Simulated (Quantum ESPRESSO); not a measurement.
# CdSe (Cadmoselite) (P6_3mc) in Quantum ESPRESSO: further runs, part 2 of 2

Quantum ESPRESSO 7.5. The steps go on from the part before.

### Step 9. Equation of state, r2SCAN

Potentials or basis: SG15 PBE 1.2.

This step only gathers the single runs of the series.

Results:

```yaml
Equilibrium_volume: 29.03 Å³/atom
Bulk_modulus_at_fixed_shape_and_positions: 51 GPa
Pressure_derivative_of_the_bulk_modulus: 4.6
```

Energy against volume, from the lowest point:
```csv
volume (Å³/atom),energy (meV/atom)
26.416,44.66
26.978,26.41
27.540,13.32
28.102,4.87
28.665,0.57
29.227,0.00
29.789,2.77
```

Caveat: the k mesh is coarse (spacing up to 0.45 Å⁻¹), so the values aren't converged; the potentials were made for another functional, which shifts forces and pressure; the cell was scaled at fixed shape and fractional positions, which overstates the stiffness of a crystal with free parameters, most of all of layers and chains.

### Step 10. Band structure, PBEsol

pw.in

```
&CONTROL
  calculation = 'scf'
  prefix = 'pwscf'
  outdir = './tmp'
  pseudo_dir = './pseudo'
  tprnfor = .true.
  tstress = .true.
  disk_io = 'low'
/
&SYSTEM
  ibrav = 0
  celldm(1) = 8
  nat = 4
  ntyp = 2
  ecutwfc = 45
  ecutrho = 360
  nbnd = 26
  occupations = 'smearing'
  smearing = 'fd'
  degauss = 0.00367493
/
&ELECTRONS
  conv_thr = 8d-10
  electron_maxstep = 120
  mixing_beta = 0.5
/
ATOMIC_SPECIES
Cd   112.4140 cd_pbesol_v1.uspp.F.UPF
Se    78.9710 se_pbesol_v1.uspp.F.UPF
CELL_PARAMETERS alat
  1.0157277919864   0.0000000000000   0.0000000000000
 -0.5078638959932   0.8796460711964   0.0000000000000
  0.0000000000000   0.0000000000000   1.6582346743591
ATOMIC_POSITIONS crystal
Cd     0.6666666667    0.3333333333    0.5000000000
Cd     0.3333333333    0.6666666667    0.0000000000
Se     0.6666666667    0.3333333333    0.8850000000
Se     0.3333333333    0.6666666667    0.3850000000
K_POINTS automatic
7 7 4 0 0 0
```

bands.in

```
&CONTROL
  calculation = 'bands'
  prefix = 'pwscf'
  outdir = './tmp'
  pseudo_dir = './pseudo'
  disk_io = 'low'
  verbosity = 'high'
/
&SYSTEM
  ibrav = 0
  celldm(1) = 8
  nat = 4
  ntyp = 2
  ecutwfc = 45
  ecutrho = 360
  nbnd = 26
  occupations = 'smearing'
  smearing = 'fd'
  degauss = 0.00367493
/
&ELECTRONS
  conv_thr = 1d-08
  electron_maxstep = 120
  mixing_beta = 0.5
  diago_full_acc = .true.
  startingwfc = 'random'
/
ATOMIC_SPECIES
Cd   112.4140 cd_pbesol_v1.uspp.F.UPF
Se    78.9710 se_pbesol_v1.uspp.F.UPF
CELL_PARAMETERS alat
  1.0157277919864   0.0000000000000   0.0000000000000
 -0.5078638959932   0.8796460711964   0.0000000000000
  0.0000000000000   0.0000000000000   1.6582346743591
ATOMIC_POSITIONS crystal
Cd     0.6666666667    0.3333333333    0.5000000000
Cd     0.3333333333    0.6666666667    0.0000000000
Se     0.6666666667    0.3333333333    0.8850000000
Se     0.3333333333    0.6666666667    0.3850000000
K_POINTS crystal
60
 0.0000000000  0.0000000000  0.0000000000 1
 0.0625000000  0.0000000000  0.0000000000 1
 0.1250000000  0.0000000000  0.0000000000 1
 0.1875000000  0.0000000000  0.0000000000 1
 0.2500000000  0.0000000000  0.0000000000 1
 0.3125000000  0.0000000000  0.0000000000 1
 0.3750000000  0.0000000000  0.0000000000 1
 0.4375000000  0.0000000000  0.0000000000 1
 0.5000000000  0.0000000000  0.0000000000 1
 0.4583333333  0.0833333333  0.0000000000 1
 0.4166666667  0.1666666667  0.0000000000 1
 0.3750000000  0.2500000000  0.0000000000 1
 0.3333333333  0.3333333333  0.0000000000 1
 0.2962962963  0.2962962963  0.0000000000 1
 0.2592592593  0.2592592593  0.0000000000 1
 0.2222222222  0.2222222222  0.0000000000 1
 0.1851851852  0.1851851852  0.0000000000 1
 0.1481481481  0.1481481481  0.0000000000 1
 0.1111111111  0.1111111111  0.0000000000 1
 0.0740740741  0.0740740741  0.0000000000 1
 0.0370370370  0.0370370370  0.0000000000 1
 0.0000000000  0.0000000000  0.0000000000 1
 0.0000000000  0.0000000000  0.1250000000 1
 0.0000000000  0.0000000000  0.2500000000 1
 0.0000000000  0.0000000000  0.3750000000 1
 0.0000000000  0.0000000000  0.5000000000 1
 0.0625000000  0.0000000000  0.5000000000 1
 0.1250000000  0.0000000000  0.5000000000 1
 0.1875000000  0.0000000000  0.5000000000 1
 0.2500000000  0.0000000000  0.5000000000 1
 0.3125000000  0.0000000000  0.5000000000 1
 0.3750000000  0.0000000000  0.5000000000 1
 0.4375000000  0.0000000000  0.5000000000 1
 0.5000000000  0.0000000000  0.5000000000 1
 0.4666666667  0.0666666667  0.5000000000 1
 0.4333333333  0.1333333333  0.5000000000 1
 0.4000000000  0.2000000000  0.5000000000 1
 0.3666666667  0.2666666667  0.5000000000 1
 0.3333333333  0.3333333333  0.5000000000 1
 0.3000000000  0.3000000000  0.5000000000 1
 0.2666666667  0.2666666667  0.5000000000 1
 0.2333333333  0.2333333333  0.5000000000 1
 0.2000000000  0.2000000000  0.5000000000 1
 0.1666666667  0.1666666667  0.5000000000 1
 0.1333333333  0.1333333333  0.5000000000 1
 0.1000000000  0.1000000000  0.5000000000 1
 0.0666666667  0.0666666667  0.5000000000 1
 0.0333333333  0.0333333333  0.5000000000 1
 0.0000000000  0.0000000000  0.5000000000 1
 0.5000000000  0.0000000000  0.5000000000 1
 0.5000000000  0.0000000000  0.4000000000 1
 0.5000000000  0.0000000000  0.3000000000 1
 0.5000000000  0.0000000000  0.2000000000 1
 0.5000000000  0.0000000000  0.1000000000 1
 0.5000000000  0.0000000000  0.0000000000 1
 0.3333333333  0.3333333333  0.0000000000 1
 0.3333333333  0.3333333333  0.1250000000 1
 0.3333333333  0.3333333333  0.2500000000 1
 0.3333333333  0.3333333333  0.3750000000 1
 0.3333333333  0.3333333333  0.5000000000 1
```

Potentials or basis: GBRV 1.5 PBEsol.

Command:

```
$ OMP_NUM_THREADS=1 mpirun -n 2 pw.x -nk 2 -in pw.in > pw.out
$ OMP_NUM_THREADS=1 mpirun -n 2 pw.x -nk 2 -in bands.in > bands.out
```

It took 3.2 min on 2 MPI ranks of Intel Xeon Platinum 8259CL at 2.50GHz (Skylake/Cascade Lake), shared host; peak memory 0.48 GiB.

The run converged. Its results:

| Quantity | Value |
| --- | --- |
| Free energy | -4295.8807 eV |
| Pressure | 0.4 GPa |
| Largest force | 0.270 eV/Å |
| Band gap on the k mesh | 0.55 eV, direct |
| Band gap along the path | 0.55 eV, direct |

Forces in eV/Å, atoms in the order of the input:
```
Cd   0.000  0.000  0.270
Cd   0.000  0.000  0.270
Se   0.000  0.000 -0.270
Se   0.000  0.000 -0.270
```

Stress tensor (GPa, compression positive):
```
 1.01  0.00  0.00
 0.00  1.01  0.00
 0.00  0.00 -0.87
```

Levels at the corners of the path, in eV from the valence-band top:
```csv
point,band 15,band 16,band 17,band 18,band 19,band 20,band 21,band 22
Γ,-0.74,-0.02,0.00,0.00,0.55,1.99,5.78,5.78
M,-2.63,-1.90,-1.28,-0.86,3.12,3.19,4.70,6.05
K,-3.14,-1.84,-1.84,-1.83,4.26,4.72,4.72,6.96
Γ,-0.74,-0.02,0.00,0.00,0.55,1.99,5.78,5.78
A,-0.38,-0.38,-0.38,-0.38,2.21,2.21,5.70,5.70
L,-1.42,-1.42,-1.33,-1.33,2.86,2.86,4.69,4.69
H,-2.55,-2.55,-1.09,-1.09,3.69,3.69,5.79,5.79
A,-0.38,-0.38,-0.38,-0.38,2.21,2.21,5.70,5.70
L,-1.42,-1.42,-1.33,-1.33,2.86,2.86,4.69,4.69
M,-2.63,-1.90,-1.28,-0.86,3.12,3.19,4.70,6.05
K,-3.14,-1.84,-1.84,-1.83,4.26,4.72,4.72,6.96
H,-2.55,-2.55,-1.09,-1.09,3.69,3.69,5.79,5.79
```

### Step 11. Against experiment

Step 10. Measured gap of CdSe: 1.841 eV (2 K; a printed reference work, data compilation). This calculation gives 0.55 eV (-1.29 eV). So large a miss can be the level of theory's own, or it may mean another phase, state or a wrong row. Spin-orbit coupling on Cd, Se is left out. The value is that of PBEsol, without temperature or zero-point motion. Semilocal functionals fall short of measured gaps as a rule.
